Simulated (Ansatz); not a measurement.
The system is SnSe.

```
CELL_PARAMETERS angstrom
0.00000 3.01000 3.01000
3.01000 0.00000 3.01000
3.01000 3.01000 0.00000
ATOMIC_POSITIONS crystal
Sn 0.00000 0.00000 0.00000
Se 0.50000 0.50000 0.50000
```

Measurements of this composition are mostly on another form, of space group No. 62.

Base run:

| Item | Value |
| --- | --- |
| Program | Ansatz 0.2.0 |
| Functional | PBE0 |
| Potentials or basis | all-electron PAW datasets made for the crystal |
| Cutoff | 270 eV |
| Density cutoff | 1080 eV |
| k mesh | 6 × 6 × 6 |
| Occupations | fermi-dirac, width 0.05 eV |
| Spin | no spin polarisation |

Its results: band gap on the k mesh 0.63 eV, direct.

Question: After a change of settings the same cell gave: band gap on the k mesh 0.40 eV, direct. Which change was it?
A. k mesh from 6 × 6 × 6 to 4 × 4 × 4
B. functional from PBE0 to HSE06
C. functional from PBE0 to PBEsol; cutoff from 270 eV to 240 eV; density cutoff from 1080 eV to 960 eV

Answer: B.

Caveats: spin-orbit coupling is left out, which moves the levels of the heavy elements.

Not every run made on this cell is shown here.
